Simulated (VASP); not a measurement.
# VASP 6.6.1 run: CaO

INCAR

```
ENCUT = 520
LWAVE = .FALSE.
PREC = Accurate
NBANDS = 15
SIGMA = 0.2
LREAL = .FALSE.
NELM = 120
NSW = 0
IBRION = -1
EDIFF = 1E-7
GGA = PE
ISIF = 2
LCHARG = .FALSE.
ISMEAR = -5
ISYM = -1
LASPH = .TRUE.
```

KPOINTS

```
KPOINTS created by Atomic Simulation Environment
0
Gamma
4 4 4
0 0 0
```

POSCAR

```
Ca O
 1.0000000000000000
     2.9032089648000001    0.0000000000000000    0.0000000000000000
     0.0000000000000000    2.9032089648000001    0.0000000000000000
     0.0000000000000000    0.0000000000000000    2.9943697263000000
 Ca  O
   1   1
Cartesian
  0.0000000000000000  0.0000000000000000  0.0000000000000000
  1.4516044824000001  1.4516044824000001  1.4971848631499998
```

The recommended PBE PAW datasets give the neutral cell 16 valence electrons.

Command

```
mpirun -np 1 vasp_std
```

OSZICAR

```
N       E                     dE             d eps       ncg     rms          rms(c)
DAV:   1     0.120466838113E+03    0.12047E+03   -0.84211E+03  1920   0.111E+03
DAV:   2    -0.871758215563E+01   -0.12918E+03   -0.12128E+03  2389   0.291E+02
DAV:   3    -0.132645072825E+02   -0.45469E+01   -0.45202E+01  2222   0.564E+01
DAV:   4    -0.133755928723E+02   -0.11109E+00   -0.11104E+00  2751   0.794E+00
DAV:   5    -0.133768371531E+02   -0.12443E-02   -0.12443E-02  2208   0.725E-01    0.818E+00
DAV:   6    -0.118738010194E+02    0.15030E+01   -0.36215E+00  2067   0.199E+01    0.330E+00
DAV:   7    -0.118127159767E+02    0.61085E-01   -0.34612E-01  2165   0.589E+00    0.170E+00
DAV:   8    -0.117938163280E+02    0.18900E-01   -0.89133E-02  2354   0.295E+00    0.423E-01
DAV:   9    -0.117923055011E+02    0.15108E-02   -0.69434E-03  2298   0.753E-01    0.103E-01
DAV:  10    -0.117927477508E+02   -0.44225E-03   -0.83715E-04  2396   0.337E-01    0.506E-02
DAV:  11    -0.117927108204E+02    0.36930E-04   -0.76917E-05  2474   0.130E-01    0.125E-02
DAV:  12    -0.117927135913E+02   -0.27710E-05   -0.11751E-05  2173   0.342E-02    0.310E-03
DAV:  13    -0.117927137072E+02   -0.11582E-06   -0.51896E-07  2501   0.740E-03    0.103E-03
DAV:  14    -0.117927136576E+02    0.49513E-07   -0.35435E-08  1765   0.240E-03
   1 F= -.11792714E+02 E0= -.11792714E+02  d E =0.000000E+00
```

Standard output (part)

```
POSCAR found type information on POSCAR CaO
 POSCAR found :  2 types and       2 ions
 LDA part: xc-table for (Slater+PW92), standard interpolation
 POSCAR, INCAR and KPOINTS ok, starting setup
 WAVECAR not read
 entering main loop
```

From OUTCAR

```
k-points           NKPTS =     64   k-points in BZ     NKDIM =     64   number of bands    NBANDS=     15

   NELECT =      16.0000    total number of electrons

   dimension x,y,z NGX =    24 NGY =   24 NGZ =   24
   dimension x,y,z NGXF=    48 NGYF=   48 NGZF=   48

  energy-cutoff  :      520.00
  volume of cell :       25.24
      direct lattice vectors                 reciprocal lattice vectors
     2.903208965  0.000000000  0.000000000     0.344446443  0.000000000  0.000000000
     0.000000000  2.903208965  0.000000000     0.000000000  0.344446443  0.000000000
     0.000000000  0.000000000  2.994369726     0.000000000  0.000000000  0.333960096

 k-points in reciprocal lattice and weights: KPOINTS created by Atomic Simulation Env
   0.00000000  0.00000000  0.00000000       0.016
   0.25000000  0.00000000  0.00000000       0.016
   0.50000000  0.00000000  0.00000000       0.016
  -0.25000000  0.00000000  0.00000000       0.016
   0.00000000  0.25000000  0.00000000       0.016
   0.25000000  0.25000000  0.00000000       0.016
   0.50000000  0.25000000  0.00000000       0.016
  -0.25000000  0.25000000  0.00000000       0.016
   ...

 E-fermi :   4.1895

 k-point     1 :       0.0000    0.0000    0.0000
  band No.  band energies     occupation
      1     -35.4176      2.00000
      2     -15.9397      2.00000
      3     -15.8802      2.00000
      4     -15.8802      2.00000
      5     -12.3660      2.00000
      6       3.5055      2.00000
      7       3.7809      2.00000
      8       3.7809      2.00000
      9       6.7217      0.00000
     10       6.7221      0.00000
     11       8.8682      0.00000
     12      12.1704      0.00000
     13      12.1704      0.00000
     14      12.3231      0.00000
     15      22.8174      0.00000

 k-point     2 :       0.2500    0.0000    0.0000
  band No.  band energies     occupation
      1     -35.3347      2.00000
      2     -16.6573      2.00000
      3     -15.8749      2.00000
      4     -15.8200      2.00000
      5     -11.7738      2.00000
      6       1.7036      2.00000
      7       3.2604      2.00000
      8       3.5839      2.00000
      9       7.1906      0.00000
     10       8.9042      0.00000
     11      10.8947      0.00000
     12      11.9561      0.00000
     13      12.0215      0.00000
     14      12.3209      0.00000
     15      20.2715      0.00000

 k-point     3 :       0.5000    0.0000    0.0000
  band No.  band energies     occupation
      1     -35.2498      2.00000
      2     -17.2999      2.00000
      3     -15.8089      2.00000
      4     -15.7588      2.00000
      5     -11.2591      2.00000
      6       0.2789      2.00000
      7       3.0016      2.00000
      8       3.3704      2.00000
      9       7.7478      0.00000
     10      11.0894      0.00000
     11      11.8276      0.00000
     12      11.8483      0.00000
     13      12.4779      0.00000
     14      13.6074      0.00000
     15      17.6509      0.00000

 ...

  Total        0.7397493      0.7397504     -1.1161906      0.0000000     -0.0000003     -0.0000004
  in kB       46.9605424     46.9606169    -70.8576778      0.0000013     -0.0000222     -0.0000248
  external PRESSURE =       7.6878271 kB  Pullay stress =       0.0000000 kB

 POSITION                                       TOTAL-FORCE (eV/Angst)
 -----------------------------------------------------------------------------------
      0.00000      0.00000      0.00000        -0.000000      0.000000     -0.000000
      1.45160      1.45160      1.49718         0.000000     -0.000000      0.000000
 -----------------------------------------------------------------------------------
    total drift:                                0.000000     -0.000000      0.000000

  FREE ENERGIE OF THE ION-ELECTRON SYSTEM (eV)
  ---------------------------------------------------
  free  energy   TOTEN  =       -11.7927136576 eV

  energy  without entropy=      -11.7927136576  energy(sigma->0) =      -11.79271366
```

It converged. Results: gap between bands v and c on the k mesh 2.64 eV; least direct gap on the k mesh 2.94 eV; pressure 0.8 GPa. Band v is the last that the valence electrons fill when counted band by band, and c is the next.

These settings aren't sound, so the numbers aren't properties of the crystal.

On sound settings PBE gives a gap of 2.67 eV on its mesh and a pressure of 0.7 GPa for the intended cell.

The run took about 7.6 s on one core of a shared host (Intel Xeon 6975P-C) and held 0.16 GiB at most.
